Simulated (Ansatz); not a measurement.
Molecular dynamics on a 2×2×2 supercell (16 atoms) of SrTe (rocksalt), relaxed with r2SCAN. Forces come from PBEsol in the PAW code Ansatz: a Langevin thermostat at fixed volume, 2200 K, steps of 1.5 fs. Classical nuclei, no spin polarisation; a few dozen steps show the first response, not equilibrium.

```yaml
crystal:
  lattice:
    - [0.0, 6.7055164041, 6.7055164041]
    - [6.7055164041, 0.0, 6.7055164041]
    - [6.7055164041, 6.7055164041, 0.0]
  atoms:
    - { symbol: Sr, position: [0.0, 0.0, 0.0] }
    - { symbol: Te, position: [0.25, 0.25, 0.25] }
    - { symbol: Sr, position: [0.0, 0.0, 0.5] }
    - { symbol: Te, position: [0.25, 0.25, 0.75] }
    - { symbol: Sr, position: [0.0, 0.5, 0.0] }
    - { symbol: Te, position: [0.25, 0.75, 0.25] }
    - { symbol: Sr, position: [0.0, 0.5, 0.5] }
    - { symbol: Te, position: [0.25, 0.75, 0.75] }
    - { symbol: Sr, position: [0.5, 0.0, 0.0] }
    - { symbol: Te, position: [0.75, 0.25, 0.25] }
    - { symbol: Sr, position: [0.5, 0.0, 0.5] }
    - { symbol: Te, position: [0.75, 0.25, 0.75] }
    - { symbol: Sr, position: [0.5, 0.5, 0.0] }
    - { symbol: Te, position: [0.75, 0.75, 0.25] }
    - { symbol: Sr, position: [0.5, 0.5, 0.5] }
    - { symbol: Te, position: [0.75, 0.75, 0.75] }
kpoints:
  mp_grid: { grid: [2, 2, 2] }
hamiltonian:
  xc: pbesol
scf:
  occupations: { method: fermi_dirac, width: 0.19 }
md:
  ensemble: nvt_langevin
  temperature: 2200
  timestep: 1.5
  n_steps: 20
  initial_velocities: maxwell_boltzmann
  seed: 3127
```

Run as `ansatz run input.yaml --threads 4 --pin off --max-ram 3686MiB --backend cpu --events-out ev --progress --plain --runs-dir out`. Wall time 2.7 min on 4 threads of Arm Neoverse V2, with other jobs on the host; peak host memory 2.2 GiB.

```
step  t (fs)  T (K)  free energy F from step 0 (meV/atom)  kinetic energy (meV/atom)  largest force (eV/Å)
   0       0   2062                                   0.0                      266.6                  0.00
   1     1.5   1906                                   0.2                      246.4                  0.06
   2       3   1926                                   0.6                      249.0                  0.11
   3     4.5   1894                                   1.4                      244.8                  0.16
   4       6   2008                                   2.6                      259.6                  0.20
   5     7.5   2088                                   4.1                      269.9                  0.26
   6       9   2326                                   6.0                      300.6                  0.32
   7    10.5   2312                                   8.4                      298.9                  0.38
   8      12   2191                                  11.1                      283.2                  0.45
   9    13.5   1990                                  14.1                      257.2                  0.52
  10      15   2242                                  17.2                      289.8                  0.58
  11    16.5   2333                                  20.9                      301.5                  0.65
  12      18   2329                                  25.0                      301.1                  0.73
  13    19.5   2308                                  29.4                      298.3                  0.81
  14      21   2152                                  34.1                      278.2                  0.89
  15    22.5   2219                                  38.8                      286.9                  0.96
  16      24   2197                                  43.6                      284.0                  1.04
  17    25.5   2051                                  48.6                      265.2                  1.12
  18      27   2111                                  53.7                      272.9                  1.20
  19    28.5   1999                                  58.9                      258.4                  1.28
  20      30   1788                                  64.1                      231.2                  1.36
```

The temperature goes from 2062 K to 1788 K in 30 fs. By the last step the atoms have moved 0.20 Å in the root mean square, the drift of the whole cell taken out, 0.37 Å at most.

Positions (Å) and forces (eV/Å) at step 20:
```
Sr   0.117   0.011  -0.074    -0.137  -0.274   0.199
Te   3.401   3.203   3.359     0.044   0.271  -0.152
Sr   3.283   3.526  -0.122     0.424  -0.544   0.426
Te   6.434   6.687   3.365     1.007  -0.001  -0.233
Sr   3.242  -0.011   3.334     0.018   0.249  -0.113
Te   6.674   3.379   6.774     0.239  -0.046  -0.677
Sr   6.809   3.352   3.497    -0.403  -0.025  -0.447
Te  10.062   6.690   6.693     0.018  -0.029   0.018
Sr   0.012   3.486   3.136     0.366  -0.596   0.863
Te   3.469   6.629   6.536    -0.522   0.165   0.751
Sr   3.353   6.556   3.433    -0.404  -0.073  -0.487
Te   6.874   9.998   6.478    -0.314   0.559   0.434
Sr   3.410   3.159   7.009    -0.200   0.379  -1.292
Te   6.686   6.610  10.038    -0.014   0.660   0.015
Sr   6.622   6.896   6.711     0.286  -0.401  -0.072
Te  10.177  10.168  10.011    -0.408  -0.294   0.767
```
